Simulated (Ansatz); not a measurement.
**Relaxing silicon (bcc)**

Theory: DFT, RPBE, plane waves (420 eV) with PAW, scalar-relativistic in Ansatz. The PAW files were generated under PBE, with cores re-solved for the functional.

k-point mesh 14×14×14, Fermi-Dirac smearing 0.1 eV, no spin polarisation. Cell and atoms relax.

Starting structure:

```yaml
crystal:
  lattice:
    - [-1.5541499093, 1.5541499093, 1.5541499093]
    - [1.5541499093, -1.5541499093, 1.5541499093]
    - [1.5541499093, 1.5541499093, -1.5541499093]
  atoms:
    - { symbol: Si, position: [0.0, 0.0, 0.0] }
hamiltonian:
  xc: rpbe
  pseudopotentials:
    kind: paw
    azcp:
      Si: "pseudopotentials/Si.paw.azcp"
basis:
  ecutwfc: 420
  fft_grid_basis: typed
kpoints:
  mp_grid: { grid: [14, 14, 14], shift: [0, 0, 0] }
magnetization:
  spin_polarized: false
scf:
  occupations: { method: fermi_dirac, width: 0.1 }
relax:
  max_steps: 60
  f_tol: 0.01
  cell: {}
```

Question: The pressure at the start is -1.3 GPa. By how much does the volume change?

Answer: From 15.02 to 14.80 Å³ per atom, -1.5 %. The final cell has a = 3.093 Å.

Question: How much energy does the relaxation gain?

Answer: 0.9 meV per atom.
